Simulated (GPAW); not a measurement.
# Does Ga15FeSb16 (GaSb32 Fe1) carry moments in GPAW?, part 2 of 2

Wanted: the moments of Ga15FeSb16 (GaSb32 Fe1) and the energy gained by spin polarisation.

GPAW 26.7.0; PBE; plane waves with GPAW's PAW setups, scalar-relativistic.

So far. Step 2 (Order 1, typed as ferro +): After 43 cycles the largest moment stands at 3.03 μB.

**3. Start 2: no spin polarisation**

A run without seeds gives the energy of the state without moments.

nospin.py

```python
import json
import numpy as np
from ase import Atoms
from ase.parallel import paropen, parprint
from gpaw import GPAW

atoms = Atoms(['Fe', 'Sb', 'Ga', 'Sb', 'Ga', 'Sb', 'Ga', 'Sb', 'Ga', 'Sb', 'Ga', 'Sb', 'Ga', 'Sb', 'Ga', 'Sb', 'Ga', 'Sb', 'Ga', 'Sb', 'Ga', 'Sb', 'Ga', 'Sb', 'Ga', 'Sb', 'Ga', 'Sb', 'Ga', 'Sb', 'Ga', 'Sb'],
    cell=[[12.192, 0.0, 0.0],
         [0.0, 12.192, 0.0],
         [0.0, 0.0, 6.096]],
    scaled_positions=[[0.0, 0.0, 0.0],
         [0.125, 0.125, 0.25],
         [0.0, 0.25, 0.5],
         [0.125, 0.375, 0.75],
         [0.25, 0.0, 0.5],
         [0.375, 0.125, 0.75],
         [0.25, 0.25, 0.0],
         [0.375, 0.375, 0.25],
         [0.0, 0.5, 0.0],
         [0.125, 0.625, 0.25],
         [0.0, 0.75, 0.5],
         [0.125, 0.875, 0.75],
         [0.25, 0.5, 0.5],
         [0.375, 0.625, 0.75],
         [0.25, 0.75, 0.0],
         [0.375, 0.875, 0.25],
         [0.5, 0.0, 0.0],
         [0.625, 0.125, 0.25],
         [0.5, 0.25, 0.5],
         [0.625, 0.375, 0.75],
         [0.75, 0.0, 0.5],
         [0.875, 0.125, 0.75],
         [0.75, 0.25, 0.0],
         [0.875, 0.375, 0.25],
         [0.5, 0.5, 0.0],
         [0.625, 0.625, 0.25],
         [0.5, 0.75, 0.5],
         [0.625, 0.875, 0.75],
         [0.75, 0.5, 0.5],
         [0.875, 0.625, 0.75],
         [0.75, 0.75, 0.0],
         [0.875, 0.875, 0.25]],
    pbc=True)
atoms.calc = GPAW(mode={'name': 'pw', 'ecut': 450},
    xc='PBE',
    kpts={'size': (3, 3, 5), 'gamma': True},
    occupations={'name': 'fermi-dirac', 'width': 0.05},
    convergence={'density': 1e-05, 'energy': 1e-05},
    maxiter=200,
    mixer={'name': 'pulay', 'beta': 0.05, 'nmaxold': 6, 'weight': 50},
    symmetry={'tolerance': 1e-4},
    txt='nospin.txt')
e = atoms.get_potential_energy(force_consistent=True)
res = {'free_energy': e, 'energy_sigma0': atoms.get_potential_energy(), 'fermi_energy': atoms.calc.get_fermi_level()}
parprint(f'free energy: {e:.6f} eV')
atoms.calc.write('nospin.gpw')
with paropen('results.json', 'w') as f:
    json.dump(res, f)
```

Run with:

```console
$ OMP_NUM_THREADS=1 mpirun -n 4 gpaw python nospin.py > nospin.log
```

Numbers of over 12 decimals in the logs are rounded to 6 here.

Output:

```text
free energy: -125.162001 eV

--- nospin.txt ---
Input parameters:
  mode=PW(ecut=450),
  convergence={'density': 1e-05, 'energy': 1e-05},
  kpts=MonkhorstPack(size=(3, 3, 5), gamma=True),
  maxiter=200,
  mixer=Pulay(name='pulay', nmaxold=6, beta=0.05, weight=50, sigma=0.015, g_ss=None),
  occupations=Occupations(name='fermi-dirac', width=0.05),
  symmetry=Symmetry(tolerance=0.0001),
  xc=XC(name='PBE')

Diagonalizing LCAO Hamiltonian
Converting LCAO to pw mode
        .-----------------------------.
       /|                             |
      / |                             |
     /  |  Sb             Sb          |
    /   |        Sb             Sb    |
   /  Ga|            Ga               |
  /    Sb         Sb  Sb         Sb   |
 *      .---Ga-------------Ga---------.
 |     / Sb  Sb         Sb  Sb       /
 | Ga /       Ga  Ga         Ga     /
 |   Ga Ga     Sb   Ga Ga     Sb   /
 |  / Sb             Sb           /
 | /      Ga             Ga      /
 |/                             /
 Fe-------------Ga-------------*

Atoms  # Å, Bohr magnetons
|    | symbol |         x |         y |        z |    initial magnetic moments |
|----|--------|-----------|-----------|----------|-----------------------------|
|  0 |     Fe |  0.000000 |  0.000000 | 0.000000 | ( 0.0000,  0.0000,  0.0000) |
|  1 |     Sb |  1.524000 |  1.524000 | 1.524000 | ( 0.0000,  0.0000,  0.0000) |
|  2 |     Ga |  0.000000 |  3.048000 | 3.048000 | ( 0.0000,  0.0000,  0.0000) |
|  3 |     Sb |  1.524000 |  4.572000 | 4.572000 | ( 0.0000,  0.0000,  0.0000) |
|  4 |     Ga |  3.048000 |  0.000000 | 3.048000 | ( 0.0000,  0.0000,  0.0000) |
|  5 |     Sb |  4.572000 |  1.524000 | 4.572000 | ( 0.0000,  0.0000,  0.0000) |
|  6 |     Ga |  3.048000 |  3.048000 | 0.000000 | ( 0.0000,  0.0000,  0.0000) |
|  7 |     Sb |  4.572000 |  4.572000 | 1.524000 | ( 0.0000,  0.0000,  0.0000) |
|  8 |     Ga |  0.000000 |  6.096000 | 0.000000 | ( 0.0000,  0.0000,  0.0000) |
|  9 |     Sb |  1.524000 |  7.620000 | 1.524000 | ( 0.0000,  0.0000,  0.0000) |
| 10 |     Ga |  0.000000 |  9.144000 | 3.048000 | ( 0.0000,  0.0000,  0.0000) |
| 11 |     Sb |  1.524000 | 10.668000 | 4.572000 | ( 0.0000,  0.0000,  0.0000) |
| 12 |     Ga |  3.048000 |  6.096000 | 3.048000 | ( 0.0000,  0.0000,  0.0000) |
| 13 |     Sb |  4.572000 |  7.620000 | 4.572000 | ( 0.0000,  0.0000,  0.0000) |
| 14 |     Ga |  3.048000 |  9.144000 | 0.000000 | ( 0.0000,  0.0000,  0.0000) |
| 15 |     Sb |  4.572000 | 10.668000 | 1.524000 | ( 0.0000,  0.0000,  0.0000) |
| 16 |     Ga |  6.096000 |  0.000000 | 0.000000 | ( 0.0000,  0.0000,  0.0000) |
| 17 |     Sb |  7.620000 |  1.524000 | 1.524000 | ( 0.0000,  0.0000,  0.0000) |
| 18 |     Ga |  6.096000 |  3.048000 | 3.048000 | ( 0.0000,  0.0000,  0.0000) |
| 19 |     Sb |  7.620000 |  4.572000 | 4.572000 | ( 0.0000,  0.0000,  0.0000) |
| 20 |     Ga |  9.144000 |  0.000000 | 3.048000 | ( 0.0000,  0.0000,  0.0000) |
| 21 |     Sb | 10.668000 |  1.524000 | 4.572000 | ( 0.0000,  0.0000,  0.0000) |
| 22 |     Ga |  9.144000 |  3.048000 | 0.000000 | ( 0.0000,  0.0000,  0.0000) |
| 23 |     Sb | 10.668000 |  4.572000 | 1.524000 | ( 0.0000,  0.0000,  0.0000) |
| 24 |     Ga |  6.096000 |  6.096000 | 0.000000 | ( 0.0000,  0.0000,  0.0000) |
| 25 |     Sb |  7.620000 |  7.620000 | 1.524000 | ( 0.0000,  0.0000,  0.0000) |
| 26 |     Ga |  6.096000 |  9.144000 | 3.048000 | ( 0.0000,  0.0000,  0.0000) |
| 27 |     Sb |  7.620000 | 10.668000 | 4.572000 | ( 0.0000,  0.0000,  0.0000) |
| 28 |     Ga |  9.144000 |  6.096000 | 3.048000 | ( 0.0000,  0.0000,  0.0000) |
| 29 |     Sb | 10.668000 |  7.620000 | 4.572000 | ( 0.0000,  0.0000,  0.0000) |
| 30 |     Ga |  9.144000 |  9.144000 | 0.000000 | ( 0.0000,  0.0000,  0.0000) |
| 31 |     Sb | 10.668000 | 10.668000 | 1.524000 | ( 0.0000,  0.0000,  0.0000) |

Unit cell  # Å
| periodic |         x |         y |        z |   lengths |    angles |
|----------|-----------|-----------|----------|-----------|-----------|
|      yes | 12.192000 |  0.000000 | 0.000000 | 12.192000 | 90.000000 |
|      yes |  0.000000 | 12.192000 | 0.000000 | 12.192000 | 90.000000 |
|      yes |  0.000000 |  0.000000 | 6.096000 |  6.096000 | 90.000000 |

Number of symmetries: 8

BZ-sampling:
  Number of BZ points: 45
  Number of IBZ points: 9

  Monkhorst-Pack size: [3, 3, 5]
  Monkhorst-Pack shift: [0, 0, 0]

Plane wave coefficients: 19692
Cutoff: 450.000000 eV

Spin-components: 1 (collinear spins)
Bands:           180
Projectors:      177
Spin-degeneracy: 2
Datatype:        complex128

Parallelization:
  kpt:    2
  domain: 2
  band:   1

Density:
  Valence electrons: 293.0
  Components: 1
  Grid points: [60 60 30]
  Charge: 0.0  # |e|

Potential:
  Grid points: [60 60 30]

[... setups left out ...]
Reference energy: -3648394.459501  # eV

eigensolver:
  PPCG
  Converge bands: occupied
  niter=2

density mixing:
  Pulay-Mixer
  Linear mixing parameters: 0.05
  Old densities: 6
  Fourier metric: weight=50, sigma=0.015

occupation numbers:
  Fermi-Dirac:
    width: 0.0500  # eV

poisson solver:
  ecut: 3600.000000  # eV

xc functional:
  name: PBE with 2 nearest neighbor stencil

convergence criteria:
- Maximum integral of absolute [dens]ity change: 1e-05 electrons / valence electron
- Maximum [total energy] change in last 3 cyles: 1e-05 eV / valence electron
- Maximum integral of absolute [eigenst]ate change: 4e-08 eV^2 / valence electron
maximum number of iterations: 200

SCF iterations
|iter     |      energy | eigst |  dens |
|---------|-------------|-------|-------|
|iter:   1|       0s | -129.124456 | +0.65 |       |
|iter:   2|      27s | -125.487465 | -0.77 | -1.24 |
|iter:   3|      53s | -125.401988 | -1.90 | -1.32 |
|iter:   4|      80s | -125.841532 | -1.38 | -1.34 |
|iter:   5|     107s | -125.406158 | -2.02 | -1.57 |
|iter:   6|     133s | -125.280034 | -1.90 | -1.77 |
|iter:   7|     160s | -125.123625 | -2.55 | -2.08 |
|iter:   8|     186s | -125.116739 | -3.12 | -2.29 |
|iter:   9|     213s | -125.120993 | -3.29 | -2.34 |
|iter:  10|     239s | -125.120566 | -3.81 | -2.65 |
|iter:  11|     265s | -125.121109c| -4.52 | -2.88 |
|iter:  12|     292s | -125.121230c| -4.26 | -3.04 |
|iter:  13|     319s | -125.121249c| -5.30 | -3.59 |
|iter:  14|     345s | -125.121258c| -5.83 | -3.68 |
|iter:  15|     371s | -125.121257c| -5.80 | -3.69 |
|iter:  16|     398s | -125.121260c| -6.41 | -3.93 |
|iter:  17|     425s | -125.121261c| -6.93 | -4.05 |
|iter:  18|     452s | -125.121261c| -6.94 | -4.10 |
|iter:  19|     479s | -125.121262c| -6.62 | -4.16 |
|iter:  20|     506s | -125.121260c| -7.32 | -4.59 |
|iter:  21|     519s | -125.121261c| -7.91c| -4.66 |
|iter:  22|     546s | -125.121262c| -7.38 | -4.69 |
|iter:  23|     560s | -125.121261c| -7.88c| -5.07c|

Converged in 23 steps
Energy contributions relative to reference atoms: (reference = -3648394.459501)

Energy contributions:
  Kinetic:         215.792039
  Coulomb:        -190.284642
  Zero:              3.425818
  External:          0.000000
  Xc:             -154.013736
  Entropy:          -0.081479
  Spinorbit:         0.000000
  ----------------------------
  Free energy:    -125.162001
  Extrapolated:   -125.121261

dipole moment: (-123.112856, -123.112856, -123.981888)  # |e|*Ang

Fermi level: 5.049
Eigenvalues  # (at kpt = [0.000, 0.000, 0.000])
| band index |      eig [eV] | occ [0-2] |
|------------|---------------|-----------|
|          0 |       -23.901 |     2.000 |
|        ... |               |           |
|        138 |         3.644 |     2.000 |
|        139 |         3.644 |     2.000 |
|        140 |         3.707 |     2.000 |
|        141 |         4.420 |     2.000 |
|        142 |         4.432 |     2.000 |
|        143 |         4.471 |     2.000 |
|        144 |         4.489 |     2.000 |
|        145 |         4.489 |     2.000 |
|        146 |         5.265 |     0.026 |
|        147 |         5.510 |     0.000 |
|        148 |         5.546 |     0.000 |
|        149 |         5.546 |     0.000 |
|        150 |         5.968 |     0.000 |
|        151 |         5.983 |     0.000 |
|        152 |         6.051 |     0.000 |
|        153 |         6.197 |     0.000 |
|        ... |               |           |
|        179 |         9.521 |     0.000 |

No gap
No difference between direct/indirect transitions
```

Elapsed: 10 min, on 4 MPI ranks of Arm Neoverse V1, shared host; peak memory 2.1 GiB.

This step gave:

```yaml
final_state: non-magnetic (no spin polarisation)
```

It lies 748 meV a seeded atom over the first start.

**4. The states side by side**

These are free energies at a smearing of 0.05 eV, so its entropy term is in the differences. They are divided by the number of seeded atoms, so that cells of unlike size compare.

Orders:

```csv
start,final state,typed order kept,energy over the lowest (meV a seeded atom),largest site moment (μB),net moment (μB a primitive cell),mesh matched,CPU time (s)
ferro +,ferromagnetic,yes,0,3.027,4.062,yes,8016
no spin polarisation,non-magnetic,-,748.5,0,0,yes,2400
```

**5. Summary of results**

```
lower run                          : with moments
largest site moment                : 3.03 μB
energy gained by spin polarisation : 748 meV a seeded atom
```

What this shows: The crystal holds moments, up to 3.03 μB, and gains 748 meV a seeded atom by them. No antiferromagnetic order was tried, so the session says nothing on how the moments order.

[Logs and program files are shortened in this print: banners, set-up blocks, solver, clock and traceback lines can be left out without a mark of their own.]

[Logs are printed without paths, hosts, clocks, repeated set-up lines and the standing remarks that a program may print on its own settings, such as how far it seeks lower states.]

[Hosts, paths, dates, database ids (printed as entryN), source tags and the programs' standing remarks are cut or masked in the printed files.]

[Where a cell is said to come from a database of computed structures, the database is the Materials Project.]
